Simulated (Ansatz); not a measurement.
# Where Te_O puts its levels in the gap of SiO2 (P4_2/mnm)

Wanted: the transition levels of a substitutional impurity in SiO2 (P4_2/mnm), from a cell of 96 host atoms with 1 O taken out and 1 Te put in.

Calculated with Ansatz 0.2.0; place-levels on r2SCAN runs: charge-transition levels and formation energies with image-charge correction and potential alignment at the atomic sites; PAW set soft_1.

### 1. Set-up

The cell holds 96 atoms: 32 Si, 63 O and 1 Te. Its edges and angles: a = 9.926 Å, b = 9.926 Å, c = 11.836 Å, α = 53.4°, β = 53.4°, γ = 73.2°. It derives from SiO2 (space group P4_2/mnm). Nearest the centre at fractional (0.528, 0.722, 0.375): Te81 at 0.00 Å, Si74 at 1.76 Å, Si85 at 1.76 Å, Si28 at 1.81 Å, O83 at 2.30 Å, O44 at 2.53 Å, O53 at 2.53 Å, O30 at 2.53 Å.

The host's dielectric constants go in as inputs: (3.41, 3.41, 3.58) for the electrons alone, (11.60, 11.60, 9.01) with the ions, computed on the host (DFPT, PBEsol, on the r2SCAN cell), and a cell off the functional's own equilibrium shifts the ionic part.

The cell's shortest repeat is 9.9 Å.

### 2. The runs of each charge state

Levels follow from differences of total energies between charge states, each relaxed by itself.

Random displacements of about 0.05 Å break the site symmetry at the start, so that the relaxation can reach a distorted minimum if there is one. Forces are taken at one point at (¼, ¼, ¼). The cell holds 1 electron more than the neutral one, with a uniform background that keeps it neutral on the whole. The electron count is odd, so at least one spin is unpaired; this run locks the moment at 1 μB.

The sampling was tested on the host first: at the k-points planned (1x1x1 shifted 0.25 0.25 0.25) its energy lies 0.004 eV an atom from the dense-mesh value, under the bound of 0.02 eV set for this test; that bounds the host's error, not the defect's.

One of the inputs; charge, spin and start change from state to state.

qm1_M1.relax/input.yaml reads:

```yaml
crystal:
  lattice:
    - [0.0, 4.18479536, 2.66840475]
    - [4.18479536, 0.0, 2.66840475]
    - [4.18479536, 4.18479536, 0.0]
  atoms:
    - { symbol: Si, position: [0.0, 0.0, 0.0] }
    - { symbol: Si, position: [0.5, 0.5, 0.5] }
    - { symbol: Si, position: [0.25, 0.25, 0.25] }
    - { symbol: Si, position: [0.75, 0.75, 0.75] }
    - { symbol: O, position: [0.0, 0.0, 0.30610335] }
    - { symbol: O, position: [0.5, 0.5, 0.80610335] }
    - { symbol: O, position: [0.0, 0.0, 0.69389665] }
    - { symbol: O, position: [0.5, 0.5, 0.19389665] }
    - { symbol: O, position: [0.05610335, 0.44389665, 0.75] }
    - { symbol: O, position: [0.55610335, 0.94389665, 0.25] }
    - { symbol: O, position: [0.44389665, 0.05610335, 0.75] }
    - { symbol: O, position: [0.94389665, 0.55610335, 0.25] }
  supercell: [2, 2, 2]
  defects: [{ substitution: { at: 80, symbol: Te } }]
total_charge: -1
basis:
  ecutwfc: 500
  xc_grid: 2
hamiltonian:
  xc: r2scan
  pseudopotentials: { kind: paw, azcp: { folder: soft_1 } }
kpoints:
  mp_grid: { grid: [1, 1, 1], shift: [0.25, 0.25, 0.25] }
magnetization:
  spin_polarized: true
  initial_magnetization: 1
  spin_locking: { lock_magnetization: hard }
scf:
  occupations: { method: fixed }
  max_iter: 60
output:
  forces: true
  charged_corrections: { epsilon: [3.41, 3.41, 3.58], static_epsilon: [11.6, 11.6, 9.01] }
relax:
  f_tol: 0.02
  max_steps: 80
  random_displacement: { amplitude: 0.05, seed: 3459 }
checkpoint:
  write: "../qm1_M1.relax.run"
  compress: false
  write_wavefunctions: true
  write_every: 100000
```

On the command line:

```sh
> ansatz run input.yaml --threads 8 --pin off --max-ram 22609MiB --backend cpu --events-out ev --progress --plain --runs-dir out
```

Defect states can disperse in a cell of this size, so the energy is taken again at a 2×2×2 shifted mesh, on the relaxed structure.

The run of this state that the levels use, under r2SCAN:

qm1_M1.point/input.yaml reads:

```yaml
crystal:
  checkpoint: "../qm1_M1.relax.run"
  host: checkpoint
total_charge: -1
basis:
  ecutwfc: 500
  xc_grid: 2
hamiltonian:
  xc: r2scan
  pseudopotentials: { kind: paw, azcp: { folder: soft_1 } }
kpoints:
  mp_grid: { grid: [2, 2, 2], shift: [0.5, 0.5, 0.5] }
magnetization:
  spin_polarized: true
  initial_magnetization: 1
  spin_locking: { lock_magnetization: hard }
scf:
  occupations: { method: fermi_dirac, width: 0.01 }
  max_iter: 60
output:
  forces: true
  eigenvalues: true
  charged_corrections:
    epsilon: [3.41, 3.41, 3.58]
    static_epsilon: [11.6, 11.6, 9.01]
    defect_position: [0.528052, 0.721948, 0.375]
  eigenstates: { localisation: true }
  populations: true
  efg: {}
  band_densities: [{ bands: [v1, v1] }, { bands: [c1, c1] }]
  write_density: true
  write_potential: true
  volumetric_format: npy
checkpoint:
  read: "../qm1_M1.relax.run"
  write: "../qm1_M1.point.run"
  compress: false
  write_wavefunctions: false
  write_every: 100000
```

Relaxations under r2SCAN at one point at (¼, ¼, ¼); times on 8 threads of Arm Neoverse V2, shared host:

```tsv
charge	moment (μB)	occupations	outcome	steps	largest displacement against the far atoms (Å)	time
−1	1	fixed	converged	17	0.70	7.5 min
0	0	fixed	converged	9	0.49	1.9 min
+1	1	fixed	converged	10	0.46	4.5 min
```

Single points under r2SCAN at a 2×2×2 shifted mesh; times on 8 threads of Arm Neoverse V2, shared host:

```tsv
charge	moment (μB)	occupations	outcome	time
−1	1	fermi-dirac	converged	4 min
0	0	fermi-dirac	converged	80 s
+1	1	fermi-dirac	converged	3.5 min
```

Distances (Å) from Te81 to the nearest atoms after relaxation with r2SCAN:

```tsv
charge	moment (μB)	1.	2.	3.	4.	5.	6.
−1	1	Si 2.20	Si 2.23	Si 2.23	O 2.46	O 2.46	O 2.59
0	0	Si 2.17	Si 2.20	Si 2.20	O 2.48	O 2.48	O 2.51
+1	1	Si 2.17	Si 2.21	Si 2.21	O 2.49	O 2.49	O 2.49
```

### 3. Placing the levels, r2SCAN

A charged cell interacts with its images and the background, and its potential has another zero than the host's. place-levels removes the first by a point-charge model, screened by the static dielectric constant since the ions have relaxed around the charge, and the second by comparing potentials at atoms far from the defect.

The host is a run of the defect-free crystal in the same cutoffs, grids and k-points, so that basis and sampling errors cancel in part in the differences. Its band edges come from a run of the primitive cell that searches the zone for them. The host is run in a cell of 48 atoms on a matching mesh. Chemical potentials are energies per atom of O (O2 molecule) and Te (trigonal tellurium), run with the same functional and cutoff.

levels.point.yaml reads:

```yaml
host:
  run: host.point.run
  levels_from: { run: edges.point.run }
states: [qm1_M1.point.run, q0.point.run, qp1_M1.point.run]
geometry_from:
  qm1_M1.point.run: qm1_M1.relax.run
  q0.point.run: q0.relax.run
  qp1_M1.point.run: qp1_M1.relax.run
  host.point.run: host.relax.run
chemical_potentials:
  O:
    energy: -565.989614
    dataset: <sha256 of the dataset>
  Te:
    energy: -6994.903559
    dataset: <sha256 of the dataset>
epsilon: [3.41, 3.41, 3.58]
static_epsilon: [11.6, 11.6, 9.01]
vertical:
  - { from: qm1_M1.point.run, to: qm1_M1.point_neutral.run }
  - { from: qp1_M1.point.run, to: qp1_M1.point_neutral.run }
```

On the command line:

```sh
> ansatz place-levels levels.point.yaml -- --threads 8 --pin off --max-ram 22609MiB
```

Numbers of over 12 decimals in the logs are rounded to 6 here.

Output:

```text
[... repeated set-up lines and file paths are left out, and long positions are rounded to six places ...]
(+1/0) 2.706 eV above the valence edge, 3.824 eV under the conduction edge
(0/-1) 6.748 eV above the valence edge, in the conduction band
formation energy of charge +1: +15.550 eV with the Fermi level at the valence edge
formation energy of charge 0: +18.256 eV with the Fermi level at the valence edge
formation energy of charge -1: +25.004 eV with the Fermi level at the valence edge
vertical -1 to 0: no energy, since no alignment is typed
  the change from vertical[0].from (qm1_M1.point.run) to vertical[0].to (qm1_M1.point_neutral.run): by its potential at epsilon [3.41, 3.41, 3.58] it stands at 0.425 0.826 0.387, with an rms radius of about 1.9 Å (1.3 1.3 0.5 Å across the planes of the cell's [...]
vertical +1 to 0: no energy, since no alignment is typed
  the change from vertical[1].from (qp1_M1.point.run) to vertical[1].to (qp1_M1.point_neutral.run): by its potential at epsilon [3.41, 3.41, 3.58] it stands at 0.520 0.729 0.420, with an rms radius of about 1.1 Å (0.5 0.5 0.8 Å across the planes of the cell's [...]
  edges by r2scan of host.levels_from (edges.point.run), its mesh sampled to repeats of 26.68 Å (the valence edge +0.102 eV and the conduction edge -0.333 eV from those of the host's own run), gap 6.530 eV; the host is sampled to repeats of 19.85 Å
  the defect's cells are sampled to repeats of 19.85 Å, like sampling
  charge +1: -63372.9479 eV with its correction of +0.594 eV, at epsilon [11.6, 11.6, 9.01], aligned at sites: +0.3796 eV, mean over 33 atomic sites at or beyond 4.96 Å from the defect at [0.5281, 0.7219, 0.3750], with +0.000000 for the charge's moments and [...]
  charge 0: +0.000 eV for its dipole among its images, +0.000 omitted
  charge -1: -63343.3429 eV with its correction of -0.166 eV, at epsilon [11.6, 11.6, 9.01], aligned at sites: +0.3809 eV, mean over 33 atomic sites at or beyond 4.96 Å from the defect at [0.5281, 0.7219, 0.3750], with +0.000000 for the charge's moments and [...]
  of states[2] (qp1_M1.point.run): its alignment with the host at atomic sites is doubtful: the mean over the far sites moves by +0.0696 eV from their farther parts to their nearer, more than 0.05 eV. [...]
  of states[0] (qm1_M1.point.run): stability_check_not_made
  of vertical[0].from (qm1_M1.point.run): stability_check_not_made
  of vertical[1].from (qp1_M1.point.run): stability_check_not_made
```

Wall time 0.4 s (8 threads of Arm Neoverse V2, shared host).

Under r2SCAN the gap is 6.53 eV, (+1/0) 2.71, (0/−1) 6.75 (outside the gap) eV.

Levels between the charges placed, in eV above the valence top:

```tsv
	gap (eV)	(+1/0)	(0/−1)
r2SCAN	6.53	2.71	6.75
```

Corrections by state:

```tsv
charge	moment (μB)	image terms and alignment (eV)	band filling (eV)	ε used	over the lowest of its charge, as the program ranks them, band filling apart (eV)
+1	1.0	0.594	-	principal values (9.01, 11.60, 11.60)	0.000
0	0.0	0.000	-	-	0.000
−1	1.0	-0.166	-	principal values (9.01, 11.60, 11.60)	0.000
```

The charged structures listed were also run neutral, and place-levels reads from each pair, by the potential or the spins, how wide the charge is by which they differ; that can be the carrier of either run.

```tsv
charge	rms radius (Å)	spread where it is widest against the cell (Å)	wide from (Å)	reading
+1	1.1	0.82	1.37	narrow
−1	1.9	1.26	1.37	narrow
```

The neutral runs of these pairs need not share the spin of the lowest neutral state, and very wide values only mean spread over the cell.

From the program's caveats on the states, each cut to its opening words:

- charge +1 (1 μB): its alignment with the host at atomic sites is doubtful: the mean over the far sites moves by +0.0696 eV from their farther parts to their nearer, more than [...]
- charge +1 (1 μB), −1 (1 μB): flagged: stability check not made

The host's formation energy from the elements is -2.876 eV per atom; it sets how far the chemical potentials can move.

Limit set by the element alone; other compounds of these elements are not counted. Chemical potentials from the elements' reference states: O 0.00 eV, Si -8.63 eV, Te 0.00 eV. Formation energy by charge state (O-rich; gap 6.53 eV):

```tsv
charge	at valence top (eV)	at conduction bottom (eV)	correction included (eV)
+1	15.55	22.08	0.59
0	18.26	18.26	0.00
−1	25.00	18.47	-0.17
```

```
Fermi level (eV)  lowest formation energy (eV)
            0.00                         15.55
            0.59                         16.14
            1.19                         16.74
            1.78                         17.33
            2.37                         17.92
            2.97                         18.26
            3.56                         18.26
            4.16                         18.26
            4.75                         18.26
            5.34                         18.26
            5.94                         18.26
            6.53                         18.26
```

Limit set by the element alone; other compounds of these elements are not counted. Chemical potentials from the elements' reference states: Si 0.00 eV, O -4.31 eV, Te 0.00 eV. Formation energies (Si-rich), with the Fermi level at the valence top and at the conduction bottom (gap 6.53 eV):

```tsv
charge	at valence top (eV)	at conduction bottom (eV)	correction included (eV)
+1	11.24	17.77	0.59
0	13.94	13.94	0.00
−1	20.69	14.16	-0.17
```

(Fermi level (eV), lowest formation energy (eV)): (0.00, 11.24), (0.59, 11.83), (1.19, 12.42), (1.78, 13.02), (2.37, 13.61), (2.97, 13.94), (3.56, 13.94), (4.16, 13.94), (4.75, 13.94), (5.34, 13.94), (5.94, 13.94), (6.53, 13.94)

### 4. Effect of the sampling

The relaxations' own energies give the levels at their sampling, for comparison.

levels.relax_mesh.yaml reads:

```yaml
host:
  run: host.relax.run
  levels_from: { run: edges.relax.run }
states: [qm1_M1.relax.run, q0.relax.run, qp1_M1.relax.run]
chemical_potentials:
  O:
    energy: -565.989614
    dataset: <sha256 of the dataset>
  Te:
    energy: -6994.903559
    dataset: <sha256 of the dataset>
```

On the command line:

```sh
> ansatz place-levels levels.relax_mesh.yaml -- --threads 8 --pin off --max-ram 22609MiB
```

Output:

```text
(+1/0) 2.733 eV above the valence edge, 3.798 eV under the conduction edge
(0/-1) 6.707 eV above the valence edge, in the conduction band
formation energy of charge +1: +15.543 eV with the Fermi level at the valence edge
formation energy of charge 0: +18.275 eV with the Fermi level at the valence edge
formation energy of charge -1: +24.983 eV with the Fermi level at the valence edge
  edges by r2scan of host.levels_from (edges.relax.run), its mesh sampled to repeats of 26.68 Å (the valence edge +0.097 eV and the conduction edge -0.335 eV from those of the host's own run), gap 6.530 eV; the host is sampled to repeats of 9.93 Å
[... the lines on each state left out ...]
```

Run time: 0.15 s. Hardware: 8 threads.

Levels between neighbouring charges, in eV above the valence top:

```tsv
	gap (eV)	(+1/0)	(0/−1)
one point at (¼, ¼, ¼)	6.53	2.73	6.71
a 2×2×2 shifted mesh	6.53	2.71	6.75
```

Going from one point at (¼, ¼, ¼) to a 2×2×2 shifted mesh moves the levels that carry no band-filling term by up to 0.04 eV and formation energies against the elements by up to 0.02 eV.

### 5. place-levels, PBEsol

PBEsol on the same structure is run to see how far the result rests on the functional, though not on the errors that semilocal functionals share; the sampling changes too, to one point at (¼, ¼, ¼), so differences hold both changes.

qm1_M1.pbesol/input.yaml, as its differences from qm1_M1.point/input.yaml of step 2:

```diff
@@ -5,9 +5,9 @@
 basis:
-  ecutwfc: 500
+  ecutwfc: 420
   xc_grid: 2
 hamiltonian:
-  xc: r2scan
-  pseudopotentials: { kind: paw, azcp: { folder: soft_1 } }
+  xc: pbesol
+  pseudopotentials: { kind: paw, azcp: { folder: soft_1 }, xc_functional: pbe }
 kpoints:
-  mp_grid: { grid: [2, 2, 2], shift: [0.5, 0.5, 0.5] }
+  mp_grid: { grid: [1, 1, 1], shift: [0.25, 0.25, 0.25] }
 magnetization:
@@ -34,4 +34,3 @@
 checkpoint:
-  read: "../qm1_M1.relax.run"
-  write: "../qm1_M1.point.run"
+  write: "../qm1_M1.pbesol.run"
   compress: false
```

Wall time 41 s (8 threads); peak memory 3 GiB.

levels.pbesol.yaml reads:

```yaml
host:
  run: host.pbesol.run
  levels_from: { run: edges.pbesol.run }
states: [qm1_M1.pbesol.run, q0.pbesol.run, qp1_M1.pbesol.run]
geometry_from:
  qm1_M1.pbesol.run: qm1_M1.relax.run
  q0.pbesol.run: q0.relax.run
  qp1_M1.pbesol.run: qp1_M1.relax.run
  host.pbesol.run: host.relax.run
chemical_potentials:
  O:
    energy: -558.291301
    dataset: <sha256 of the dataset>
  Te:
    energy: -6901.600714
    dataset: <sha256 of the dataset>
```

On the command line:

```sh
> ansatz place-levels levels.pbesol.yaml -- --threads 8 --pin off --max-ram 22609MiB
```

Output:

```text
(+1/0) 2.281 eV above the valence edge, 3.238 eV under the conduction edge
(0/-1) 5.861 eV above the valence edge (+6.103 eV without the band-filling correction), in the conduction band
formation energy of charge +1: +14.898 eV with the Fermi level at the valence edge
formation energy of charge 0: +17.178 eV with the Fermi level at the valence edge
formation energy of charge -1: +23.040 eV with the Fermi level at the valence edge
  edges by pbesol of host.levels_from (edges.pbesol.run), its mesh sampled to repeats of 26.68 Å (the valence edge +0.096 eV and the conduction edge -0.332 eV from those of the host's own run), gap 5.519 eV; the host is sampled to repeats of 9.93 Å
[... the lines on each state left out ...]
```

It took 0.21 s on 8 threads.

Under PBEsol the gap is 5.52 eV, (+1/0) 2.28, (0/−1) 5.86 (outside the gap) (with band filling) eV.

### 6. A changed set-up

In this try the input is made faulty on purpose, to show what that does.

A choice is tested by changing it alone.

levels.try0.yaml is levels.point.yaml with these lines changed:

```diff
-static_epsilon: [11.6, 11.6, 9.01]
+static_epsilon: [3.41, 3.41, 3.58]
```

On the command line:

```sh
> ansatz place-levels levels.try0.yaml -- --threads 8 --pin off --max-ram 22609MiB
```

Output:

```text
(+1/0) 2.412 eV above the valence edge, 4.119 eV under the conduction edge
[...]
formation energy of charge +1: +15.844 eV with the Fermi level at the valence edge
formation energy of charge 0: +18.256 eV with the Fermi level at the valence edge
formation energy of charge -1: +25.083 eV with the Fermi level at the valence edge
vertical -1 to 0: no energy, since no alignment is typed
vertical +1 to 0: no energy, since no alignment is typed
[...]
[... the lines on each state left out ...]
```

The change: the electronic dielectric constant for relaxed ions.

Levels in eV above the valence top; the changed ones are not the defect's:

```tsv
	gap (eV)	(+1/0)	(0/−1)
changed	6.53	2.41	6.83
as set up	6.53	2.71	6.75
```

The largest shift is 0.29 eV, band-filling terms included.

### 7. Cost and result

Levels between neighbouring charges, in eV above each run's own valence top:

```tsv
	gap (eV)	(+1/0)	(0/−1)	CPU time a state at this stage (restarts are quicker than cold starts)
r2SCAN, 2×2×2 shifted mesh	6.53	2.71	6.75	21 min
PBEsol on r2SCAN structures, (¼, ¼, ¼)	5.52	2.28	5.86	4.2 min
```

### 8. Summary of results

```
gap of the host                                                          : 6.53 eV (r2SCAN)
level (plus 1/0)                                                         : 2.71 eV above the valence top
level (0/minus 1)                                                        : 6.75 eV above the valence top, past the conduction bottom
lowest of the charges placed, just above the valence top (0.02 eV)       : +1
lowest of the charges placed, just below the conduction bottom (0.02 eV) : 0
lowest formation energy at mid-gap of the charges run, O-rich            : 18.26 eV
lowest formation energy at mid-gap of the charges run, Si-rich           : 13.94 eV
```

In words: Of the charges placed (−1, 0 and +1), the lowest changes at 2.71 eV (+1/0) above the valence top, in a gap of 6.53 eV. Charges above +1 were not placed, so these runs say nothing of levels that involve them. States placed: +1 at 1 μB; 0 at 0 μB; −1 at 1 μB. Other spin states or structures, where not listed, weren't placed. Te is taken at its element; compounds, which aren't counted here, bound the chemical potentials and would shift these formation energies. Going from one point at (¼, ¼, ¼) to a 2×2×2 shifted mesh moves the levels that carry no band-filling term by up to 0.04 eV and formation energies against the elements by up to 0.02 eV. The program doubts the alignment of potentials for at least one state, a sign that the cell is small. What this leaves open: r2SCAN makes the gap too small and tends to spread out bound carriers; where a gas molecule sets a chemical potential or the host's formation energy, its binding is uncorrected; spin–orbit coupling, which can matter with heavy atoms, is left out; force components of up to 0.10 eV/Å remain in a run at the final settings.

[Logs are printed without paths, hosts, clocks, repeated set-up lines and the standing remarks that a program may print on its own settings, such as how far it seeks lower states.]

[Hosts, paths, dates, database ids (printed as entryN), source tags and the programs' standing remarks are cut or masked in the printed files.]

[Where a table of states has a column of steps, it counts the stored structures, which are thinned; the runs took as many ionic steps or more.]

[A defect's name tells the site on which it was built; relaxed atoms can leave that site.]

[For some hosts the program warned that the k-mesh of the response run may be too coarse for force constants and the static dielectric constant; such warnings are not shown here.]
